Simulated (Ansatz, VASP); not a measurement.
**Pd in VASP and in Ansatz**

```xyz
1
Lattice="0.0000 1.9711 1.9711 1.9711 0.0000 1.9711 1.9711 1.9711 0.0000" Properties=species:S:1:pos:R:3 pbc="T T T"
Pd    0.0000    0.0000    0.0000
```

Alike in both runs: functional PBE; k mesh 18 × 18 × 18; occupations gaussian, width 0.1 eV; no spin polarisation.

Ansatz relaxed the structure, and its values are those at the end. VASP's run is a single point on that final structure, the one shown.

|  | VASP | Ansatz |
| --- | --- | --- |
| version | VASP 6.6.1 | Ansatz 0.2.0 |
| potentials or method | VASP PAW PBE potentials, release 64 (Pd) | scalar-relativistic, plane waves, PAW |
| plane-wave cutoff (eV) | 520 | 420 |
| valence electrons in the cell | 10 | 18 |

```csv
,VASP,Ansatz,Ansatz less VASP
gap on the k mesh at the Fermi level (eV),none,none,-
pressure (GPa),-0.2,0.0,+0.19
```

A gap of «none» marks a metal or a gap that the smearing closes. The two sets of potentials don't hold the same shells in valence.
